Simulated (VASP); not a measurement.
**LiCl: relaxation of cell and atoms with PBE**

LiCl:

```
Li Cl
1.0
     0.00000    2.74766    2.74766
     2.74766    0.00000    2.74766
     2.74766    2.74766    0.00000
Li Cl
1 1
Direct
  0.75000 0.75000 0.75000
  0.50000 0.50000 0.50000
```

The cell was built by a generator and needn't be a form met in nature.

```yaml
Program: VASP 6.6.1
Task: relaxation of cell and atoms
Functional: PBE
Potentials_or_basis: VASP PAW PBE potentials, release 64 (Li_sv, Cl)
Cutoff: 600 eV
k_mesh: 8 × 8 × 8
Occupations: gaussian, width 0.02 eV
Spin: no spin polarisation
Dipole_correction: no
Further_INCAR_settings: ALGO = Normal; EDIFF = 1e-06; IBRION = 2; EDIFFG = -0.01; NSW = 100; ISIF = 3
```

| Item | Value |
| --- | --- |
| Relaxed volume | 20.91 Å³/atom |
| Relaxed cell | a = 3.896 Å, b = 3.896 Å, c = 3.896 Å, α = 60.00°, β = 60.00°, γ = 60.00° |
| Space group after relaxing (to 0.05 Å) | F-43m (No. 216) |
| Energy gained by relaxing | 0.1 meV/atom |
| Ionic steps | 3 |
| Pressure after relaxing | 0.0 GPa |
| Band gap on the k mesh | 5.97 eV, direct |

Step by step:
| step | energy change (eV) | largest force (eV/Å) | pressure (GPa) | volume (Å³) |
| --- | --- | --- | --- | --- |
| 1 | 0.0000 | 0.0000 | 0.20 | 41.49 |
| 2 | -0.0002 | 0.0000 | 0.11 | 41.65 |
| 3 | -0.0002 | 0.0000 | 0.00 | 41.83 |

Final structure:
```cif
data_structure
_symmetry_space_group_name_H-M 'P 1'
_symmetry_Int_Tables_number 1
_cell_length_a 3.8963
_cell_length_b 3.8963
_cell_length_c 3.8963
_cell_angle_alpha 60.000
_cell_angle_beta 60.000
_cell_angle_gamma 60.000
_cell_volume 41.83
loop_
_atom_site_label
_atom_site_type_symbol
_atom_site_fract_x
_atom_site_fract_y
_atom_site_fract_z
_atom_site_occupancy
Li1 Li 0.75000 0.75000 0.75000 1
Cl1 Cl 0.50000 0.50000 0.50000 1
```

Levels at points of the mesh, in eV from the valence-band top:
```
           k point  band 3  band 4  band 5  band 6  band 7  band 8
(0.00, 0.00, 0.00)    0.00    0.00    0.00    5.97   10.15   10.15
(0.50, 0.00, 0.00)   -1.96   -0.28   -0.28    8.31   10.32   10.32
(0.50, 0.50, 0.00)   -1.59   -0.81   -0.81    6.65    9.63   13.28
```

Run time: 11 s on 1 thread of Intel(R) Xeon(R) 6975P-C (Granite Rapids), with other jobs on the host, peak memory 0.17 GiB.

Caveat: the cutoff is under 1.25 times the usual one of these potentials, so pressure, stress and relaxed cells hold a basis-set (Pulay) error. PBE gaps usually lie below the measured ones, often by a third to a half.
